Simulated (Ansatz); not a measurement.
Zinc-blende ZnTe was calculated with r²SCAN-D4 in Ansatz (plane waves, PAW).

Numerical settings: plane-wave cutoff 560 eV, 10×10×10 k mesh, Fermi–Dirac smearing 0.01 eV, scalar-relativistic PAW data made under PBE.

Computed points:

```tsv
V (Å³/atom)	E − E_lowest (meV/atom)	P (GPa)
26.508	18.29	3.67
27.072	7.82	2.31
27.636	1.88	1.09
28.200	0.00	0.00
28.764	1.75	-0.98
29.328	6.75	-1.85
29.892	14.65	-2.63
```

**Question.** Estimate the bulk modulus from the pressures at 27.636 and 28.764 Å³/atom, and compare it with a fit to all energies.

**Answer.** B = −V dP/dV. Between V = 27.636 and 28.764 Å³/atom, dP/dV = (-0.98 − (1.09))/(28.764 − 27.636) = -1.84 GPa per Å³/atom; at the midpoint 28.200 Å³/atom this gives B ≈ 51.8 GPa. The third-order Birch–Murnaghan fit gives V0 = 28.200 Å³/atom, B0 = 51.5 GPa, B′ = 4.5, which lies within 1 % of that estimate.

Measured, for comparison: bulk modulus 51 ± 3 GPa (room temperature, no zero-point or thermal correction; as tabulated in Determination of phase transition pressures of ZnTe under quasihydrostatic …); equilibrium volume per atom 28.42 Å³/atom (room temperature, no zero-point or thermal correction; as tabulated in Albrecht et al. (1997), arXiv:cond-mat/9706128). Computed (rounded) less measured: bulk modulus +1.0 % (inside the measured uncertainty), equilibrium volume per atom -0.8 %. A static lattice is as a rule a little smaller and stiffer than an uncorrected measurement, which narrows the difference in the equilibrium volume per atom and would widen misses of the other sign.

Spin–orbit coupling is not included.

The computed numbers hold no vibrational or temperature effects.

Ansatz is a quantum-chemistry and plane-wave program.
